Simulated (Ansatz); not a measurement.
Deforming BaTiO3

```xyz
5
Lattice="3.9841 0.0000 0.0000 0.0000 2.8371 2.8458 0.0000 -2.8371 2.8458" Properties=species:S:1:pos:R:3 pbc="T T T"
Ba    0.0000    0.0000    0.0000
Ti    1.9921    0.0000    2.8908
O     0.0000    0.0000    2.8008
O     1.9921   -1.3936    4.2579
O     1.9921    1.3936    4.2579
```

Atoms are numbered in the order listed.

Conventional cell: a = 3.984 Å, b = 5.674 Å, c = 5.692 Å, α = 90.00°, β = 90.00°, γ = 90.00°. Ba (atom 1) has 12 O at 2.80 to 2.89 Å as nearest neighbours. Ti (atom 2) has 6 O at 1.95 to 2.07 Å as nearest neighbours. O (atom 3) is surrounded by 2 Ti at 1.99 Å. O (atom 4) is surrounded by 2 Ti at 1.95 to 2.07 Å.

The cell is COD entry 9016084, as deposited and not checked against the literature; nothing was relaxed.

Spin–orbit coupling is left out, though it moves levels of the heavy atoms by tenths of an eV or more.

Level of theory: Ansatz 0.2.0, DFT, PBE, all-electron LAPW, scalar-relativistic.

Settings: a Γ-centred 8×8×8 k mesh, Fermi–Dirac smearing of 0.05 eV, basis error target 1 meV/atom, no spin polarisation.

The unchanged cell is at 1.93 GPa.

x, y and z are the Cartesian axes of the cell as listed; fractional coordinates follow a strain, and an engineering shear is twice the off-diagonal strain component.

One change gave: energy change +12 meV/atom; stress change (xx, yy, zz, yz, xz, xy) 0.30, 0.41, 0.42, 2.85, 3.69, 3.70 GPa, compression positive; change of the force on Ti2 (-0.040, -0.092, -0.005) eV/Å; gap on the k mesh 1.85 → 1.72 eV. Which change was it?
A. equal xy, yz and zx engineering shear strains of -2 %
B. equal xy, yz and zx engineering shear strains of +1 %
C. equal xy, yz and zx engineering shear strains of -1 %
D. equal xy, yz and zx engineering shear strains of -3 %
E. equal xy, yz and zx engineering shear strains of +3 %
F. equal xy, yz and zx engineering shear strains of +2 %

D. For equal xy, yz and zx engineering shear strains of -1 %: energy change +1 meV/atom; stress change (xx, yy, zz, yz, xz, xy) 0.03, 0.05, 0.05, 0.93, 1.21, 1.21 GPa, compression positive; change of the force on Ti2 (-0.014, -0.032, -0.001) eV/Å; gap on the k mesh 1.85 → 1.82 eV. For equal xy, yz and zx engineering shear strains of +2 %: energy change +5 meV/atom; stress change (xx, yy, zz, yz, xz, xy) 0.11, 0.18, 0.18, -1.83, -2.39, -2.39 GPa, compression positive; change of the force on Ti2 (0.030, 0.068, -0.003) eV/Å; gap on the k mesh 1.85 → 1.79 eV. For equal xy, yz and zx engineering shear strains of -2 %: energy change +6 meV/atom; stress change (xx, yy, zz, yz, xz, xy) 0.13, 0.18, 0.19, 1.88, 2.45, 2.45 GPa, compression positive; change of the force on Ti2 (-0.027, -0.063, -0.002) eV/Å; gap on the k mesh 1.85 → 1.78 eV. For equal xy, yz and zx engineering shear strains of +1 %: energy change +1 meV/atom; stress change (xx, yy, zz, yz, xz, xy) 0.03, 0.05, 0.05, -0.92, -1.20, -1.20 GPa, compression positive; change of the force on Ti2 (0.015, 0.033, -0.001) eV/Å; gap on the k mesh 1.85 → 1.82 eV. For equal xy, yz and zx engineering shear strains of +3 %: energy change +12 meV/atom; stress change (xx, yy, zz, yz, xz, xy) 0.25, 0.41, 0.41, -2.74, -3.57, -3.57 GPa, compression positive; change of the force on Ti2 (0.047, 0.104, -0.006) eV/Å; gap on the k mesh 1.85 → 1.74 eV.
